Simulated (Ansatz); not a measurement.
## BP: Fröhlich coupling of electrons to the polar mode

Plane-wave DFT in Ansatz with scalar-relativistic PAW potentials. The crystal relaxes under PBE to F-43m with a = 4.548 Å, 11.76 Å³/atom. No spin polarisation.

Linear response at Γ (PBE, cell F-43m with a = 4.548 Å, 420 eV, 10×10×10 k points) gives one polar TO mode at 799.6 cm⁻¹, ε∞ = 9.16 and ε0 = 9.26. Band curvatures at the conduction edge (PBE, cell F-43m with a = 4.548 Å, 420 eV, 10×10×10 k points; gap 1.25 eV) give a conductivity mass of 0.313 mₑ (harmonic mean over x, y, z).

Q: Work out the LO energy, the Fröhlich constant, and the polaron's energy, mass and size.

A: Lyddane–Sachs–Teller: ω_LO = ω_TO √(ε0/ε∞) = 803.9 cm⁻¹, ħω_LO = 99.7 meV. α = √(m* Ry/ħω_LO) (1/ε∞ − 1/ε0) with Ry = 13.606 eV and m* in mₑ: √(0.313 × 13606/99.7) × 0.00116 = 0.0076. To first order the edge drops by αħω_LO = 0.8 meV and the mass grows by the factor 1 + α/6 to 0.313 mₑ; the length √(ħ/2m*ω_LO) is 11.1 Å. Coupling is weak, and these first-order results hold. The model takes one parabolic, isotropic valley. Too small a gap makes ε∞ too large and, at a direct edge, m* too light, and both lower α.